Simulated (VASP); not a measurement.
Wanted: the native input for a VASP 6.6.1 run.

- Task: relaxation of shape and atoms at fixed volume
- Functional: PBEsol
- Potentials or basis: VASP PAW PBE potentials, release 64 (Mo_sv, Se)
- Cutoff: 600 eV
- k mesh: 9 × 9 × 2
- Occupations: gaussian, width 0.03 eV
- Spin: no spin polarisation
- Further INCAR settings: ALGO = Normal; EDIFF = 1e-07; IBRION = 2; EDIFFG = -0.01; NSW = 40; ISIF = 4

The structure of MoSe2 lies in POSCAR:

```
MoSe2                                   
1.0
    3.2489189329      0.0000000000     -0.0000000000
   -1.6244594665      2.8136463307      0.0000000000
    0.0000000000     -0.0000000000     13.0517368599
  Mo              Se            
     2     4
Direct
     0.3333333332999970    0.6666666667000030    0.2500000000000000
     0.6666666667000030    0.3333333332999970    0.7500000000000000
     0.3333333332999970    0.6666666667000030    0.6231807473536600
     0.6666666667000030    0.3333333332999970    0.1231807473536603
     0.3333333332999970    0.6666666667000030    0.8768192526463400
     0.6666666667000030    0.3333333332999970    0.3768192526463398
```

The cell isn't the ideal one: a relaxed cell with its volume scaled by 0.98.

These files were run (other wordings do the same):

INCAR

```
SYSTEM = MoSe2
ALGO = Normal ; EDIFF = 1E-7
EDIFFG = -0.01 ; ENCUT = 600
GGA = PS ; IBRION = 2
ISIF = 4 ; ISMEAR = 0
KPAR = 2 ; LASPH = .TRUE.
LCHARG = .FALSE. ; LREAL = .FALSE.
LWAVE = .FALSE. ; NELM = 80
NSW = 40 ; PREC = Accurate
SIGMA = 0.03
```

KPOINTS

```
k-points
0
G
  9 9 2
  0 0 0
```

Potentials or basis: VASP PAW PBE potentials, release 64 (Mo_sv, Se).

Command:

```bash
$ cat potpaw_PBE.64/Mo_sv/POTCAR potpaw_PBE.64/Se/POTCAR > POTCAR
$ mpirun -np 2 vasp_std > vasp.out
```

It gave:

```
Energy gained by relaxing    : 2.9 meV/atom
Ionic steps                  : 5
Pressure after relaxing      : 0.6 GPa
Largest force after relaxing : 0.004 eV/Å
Band gap on the k mesh       : 0.91 eV, indirect (least direct gap 1.50 eV)
```

Caveat: the PAW data sets were made with another functional, which shifts forces and pressure a little; an odd mesh through Γ misses points on the zone boundary, where band edges often lie; this functional lacks dispersion, which binds the layers, so the pressure and a relaxed spacing across them are unreliable.

Wall time 2.3 min on 2 MPI ranks on AMD EPYC 9R45 96-Core Processor (Zen 5), with other jobs on the host, peak memory 0.31 GiB a rank.
